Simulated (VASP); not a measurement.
# Ge (Cmcm) in VASP: a series of runs, part 2 of 2

VASP 6.6.1. The steps go on from the part before.

**5. Single point, PBE**

Contents of INCAR:

```
SYSTEM = Ge
PREC = Accurate
ENCUT = 450
EDIFF = 1E-6
ISMEAR = 0
SIGMA = 0.05
LREAL = .False.
LASPH = .True.
NELM = 100
ALGO = Normal
ISIF = 2
LWAVE = .False.
LCHARG = .False.
GGA = PE
ADDGRID = .False.
```

Contents of KPOINTS:

```
regular mesh
0
Gamma
  5 5 3
  0 0 0
```

Contents of POSCAR:

```
Ge
1.0
    1.4880529250     -2.5946896100      0.0000000000
    1.4880529250      2.5946896100      0.0000000000
    0.0000000000      0.0000000000      4.7275957900
Ge
2
Direct
    0.3334466300      0.6665533700      0.2500000000
    0.6665533700      0.3334466300      0.7500000000
```

Potentials or basis: VASP PAW PBE potentials, release 64 (Ge_d).

Started as:

```console
cat potpaw_PBE.64/Ge_d/POTCAR > POTCAR
mpirun -np 1 vasp_std > vasp.out
```

OUTCAR:

```text
SYSTEM = Ge
   PREC = Accurate
   ENCUT = 450
   EDIFF = 1E-6
   ISMEAR = 0
   LREAL = .False.
   LASPH = .True.
   NELM = 100
   ISIF = 2
   GGA = PE

 Found     18 irreducible k-points:

 Following reciprocal coordinates:
            Coordinates               Weight
  0.000000  0.000000  0.000000      1.000000
  0.200000  0.000000  0.000000      4.000000
  0.400000 -0.000000  0.000000      4.000000
  0.200000  0.200000  0.000000      2.000000
  0.400000  0.200000  0.000000      4.000000
 -0.400000  0.200000  0.000000      4.000000
   k-points           NKPTS =     18   k-points in BZ     NKDIM =     18   number of bands    NBANDS=     18
   number of dos      NEDOS =    301   number of ions     NIONS =      2
   total plane-waves  NPLWV =  20736
   dimension x,y,z NGX =    24 NGY =   24 NGZ =   36
   dimension x,y,z NGXF=    48 NGYF=   48 NGZF=   72
   ions per type =               2
   NGX,Y,Z   is equivalent  to a cutoff of  13.34, 13.34, 12.66 a.u.
   NGXF,Y,Z  is equivalent  to a cutoff of  26.68, 26.68, 25.32 a.u.
 SYSTEM =  Ge
   PREC   = accura    normal or accurate (medium, high low for compatibility)
   ISTART =      0    job   : 0-new  1-cont  2-samecut
   ICHARG =      2    charge: 1-file 2-atom 10-const
   ISPIN  =      1    spin polarized calculation?
   LNONCOLLINEAR =      F non collinear calculations
   LSORBIT =      F    spin-orbit coupling
   LASPH  =      T    aspherical Exc in radial PAW
   ENCUT  =  450.0 eV  33.07 Ry    5.75 a.u.   5.17  5.17  8.18*2*pi/ulx,y,z
   NELM   =    100;   NELMIN=  2; NELMDL= -5     # of ELM steps
   EDIFF  = 0.1E-05   stopping-criterion for ELM
   LREAL  =      F    real-space projection
   EDIFFG = 0.1E-04   stopping-criterion for IOM
   NSW    =      0    number of steps for IOM
   IBRION =     -1    ionic relax: 0-MD 1-quasi-New 2-CG
   NFREE  =      0    steps in history (QN), initial steepest desc. (CG)
   ISIF   =      2    stress and relaxation
   ISYM   =      2    0-nonsym 1-usesym 2-fastsym
   POTIM  = 0.5000    time-step for ionic-motion
   TEBEG  =    0.0;   TEEND  =   0.0 temperature during run
   PSTRESS=    0.0 pullay stress
   NELECT =      28.0000    total number of electrons
   NUPDOWN=      -1.0000    fix difference up-down
   EMIN   =  10.00;   EMAX   =-10.00  energy-range for DOS
   EFERMI =   0.00;   METHOD = LEGACY
   ISMEAR =     0;   SIGMA  =   0.05  broadening in eV -4-tet -1-fermi 0-gaus
   EFERMI_NEDOS =   21; number of points for ismear=-14 and -15
   IALGO  =     38    algorithm
   IMIX   =      4    mixing-type and parameters
     AMIX     =   0.40;   BMIX     =  1.00
     AMIX_MAG =   1.60;   BMIX_MAG =  1.00
  volume/ion in A,a.u.               =      18.25       123.18
  Fermi-wavevector in a.u.,A,eV,Ry     =   1.498544  2.831837 30.553703  2.245634
  Thomas-Fermi vector in A             =   2.610289
   LORBIT       =      0    0 simple, 1 ext, 2 COOP (PROOUT), +10 PAW based schemes
   GGA     = PE    functional components
   LHFCALC =     F    Hartree Fock is set to
   AEXX    =    0.0000 exact exchange contribution
   IVDW    =     0    specifies the selected vdW correction
   LEPSILON=     F    determine dielectric tensor
   LRPA    =     F    only Hartree local field effects (RPA)
 non-spin polarized calculation
 Gauss-broadening in eV      SIGMA  =   0.05
  energy-cutoff  :      450.00
  volume of cell :       36.51
 maximum number of plane-waves:       803
 NGX is ok and might be reduce to    24
   NGX = 11   NGY = 11   NGZ = 17

 number of electron      28.0000012 magnetization

 Free energy of the ion-electron system (eV)
  ---------------------------------------------------
  ext. energy  EPLUGINS =         0.00000000
  ---------------------------------------------------
  free energy    TOTEN  =        -8.25888280 eV

  energy without entropy =       -8.25319263  energy(sigma->0) =       -8.25603772

 E-fermi :   6.8917     XC(G=0): -11.4648

 val. band max:        6.8779030961   @ k =   0.4000   0.2000   0.0000
 cond. band min:       6.8936126355   @ k =   0.2000   0.2000   0.3333
 fundamental gap:      0.0157095394
 Fermi energy:         6.8916756938

 k-point     1 :       0.0000    0.0000    0.0000
  band No.  band energies     occupation
      1     -17.5857      2.00000
      2     -17.5828      2.00000
      3     -17.5792      2.00000
      4     -17.5741      2.00000
      5     -17.5728      2.00000
      6     -17.5705      2.00000
[... 10 lines left out ...]
     17      15.8771      0.00000
     18      17.1931      0.00000
[... 85 lines left out ...]
 k-point     6 :      -0.4000    0.2000    0.0000
  band No.  band energies     occupation
      1     -17.5980      2.00000
      2     -17.5963      2.00000
      3     -17.5931      2.00000
      4     -17.5726      2.00000
      5     -17.5425      2.00000
      6     -17.5270      2.00000
[... 10 lines left out ...]
     17      11.7206      0.00000
     18      12.0683      0.00000

 [... further k-points ...]

------------------------ aborting loop because EDIFF is reached ----------------------------------------

  FORCE on cell =-STRESS in cart. coord.  units (eV):
  Direction    XX          YY          ZZ          XY          YZ          ZX
  --------------------------------------------------------------------------------------
  -------------------------------------------------------------------------------------
  Total        0.3732413      0.4433701      2.3112214      0.0000000     -0.0000000      0.0000000
  in kB       16.3804633     19.4582101    101.4327056      0.0000000     -0.0000000      0.0000000
  external PRESSURE =      45.7571263 kB  Pullay stress =       0.0000000 kB

 VOLUME and BASIS-vectors are now :
 -----------------------------------------------------------------------------
  energy-cutoff  :      450.00
  volume of cell :       36.51
      direct lattice vectors                 reciprocal lattice vectors
     1.488052925 -2.594689610  0.000000000     0.336009554 -0.192701277  0.000000000
     1.488052925  2.594689610  0.000000000     0.336009554  0.192701277  0.000000000
     0.000000000  0.000000000  4.727595790     0.000000000  0.000000000  0.211524006

 POSITION                                       TOTAL-FORCE (eV/Angst)
 -----------------------------------------------------------------------------------
      1.48805      0.86431      1.18190         0.000000      0.023677      0.000000
      1.48805     -0.86431      3.54570         0.000000     -0.023677      0.000000
 -----------------------------------------------------------------------------------
    total drift:                                0.000000     -0.000000      0.000000

  FREE ENERGIE OF THE ION-ELECTRON SYSTEM (eV)
  ---------------------------------------------------
  free  energy   TOTEN  =        -8.2588828035 eV

  energy  without entropy=       -8.2531926309  energy(sigma->0) =       -8.25603772
```

OSZICAR:

```text
N       E                     dE             d eps       ncg     rms          rms(c)
DAV:   1     0.141879032299E+03    0.14188E+03   -0.14208E+04   682   0.415E+03
DAV:   2     0.777522849476E+01   -0.13410E+03   -0.13189E+03   650   0.485E+02
DAV:   3    -0.787726886924E+01   -0.15652E+02   -0.15484E+02   736   0.125E+02
DAV:   4    -0.828293481231E+01   -0.40567E+00   -0.40267E+00   740   0.235E+01
DAV:   5    -0.828901797377E+01   -0.60832E-02   -0.60823E-02   718   0.283E+00    0.167E+00
DAV:   6    -0.826834175824E+01    0.20676E-01   -0.19205E-02   822   0.242E+00    0.919E-01
DAV:   7    -0.825919112071E+01    0.91506E-02   -0.13492E-02   850   0.162E+00    0.780E-02
DAV:   8    -0.825887611838E+01    0.31500E-03   -0.12376E-03   772   0.708E-01    0.247E-02
DAV:   9    -0.825887843192E+01   -0.23135E-05   -0.30348E-05   716   0.599E-02    0.139E-02
DAV:  10    -0.825888268900E+01   -0.42571E-05   -0.30836E-06   564   0.227E-02    0.171E-03
DAV:  11    -0.825888280352E+01   -0.11452E-06   -0.29759E-07   346   0.109E-02
   1 F= -.82588828E+01 E0= -.82560377E+01  d E =-.569017E-02
```

Run time: 4.7 s. Hardware: 1 thread of Intel Xeon 6975P-C (Granite Rapids), shared host; peak memory 0.14 GiB.

These settings aren't checked as converged: the numbers below hold their error.

What came out:

- Free energy: -8.2589 eV
- Pressure: 4.6 GPa
- Largest force: 0.024 eV/Å
- Band gap on the k mesh: none (metal or under the smearing width)

Caveat: the k mesh is coarse (spacing up to 0.49 Å⁻¹), so the values aren't converged.

**6. Single point, PBE**

INCAR is that of step 5.

KPOINTS is that of step 5.

Contents of POSCAR:

```
Ge
1.0
    1.4880529250     -2.5946896100      0.0000000000
    1.4880529250      2.5946896100      0.0000000000
    0.0000000000      0.0000000000      4.7275957900
Ge
2
Direct
    0.3592940000      0.6730280000      0.2256240000
    0.6679590000      0.3129580000      0.7530700000
```

Potentials or basis: VASP PAW PBE potentials, release 64 (Ge_d).

Started as:

```console
cat potpaw_PBE.64/Ge_d/POTCAR > POTCAR
mpirun -np 1 vasp_std > vasp.out
```

It took 7.6 s on 1 thread of Intel Xeon 6975P-C (Granite Rapids), shared host; peak memory 0.15 GiB.

The run converged, but some of its settings lie outside the range that counts as converged, so its numbers aren't taken as properties of the crystal.

What came out:

| Quantity | Value |
| --- | --- |
| Free energy | -8.2609 eV |
| Pressure | 5.5 GPa |
| Largest force | 0.131 eV/Å |
| Band gap on the k mesh | none (metal or under the smearing width) |

Caveat: the k mesh is coarse (spacing up to 0.49 Å⁻¹), so the values aren't converged.
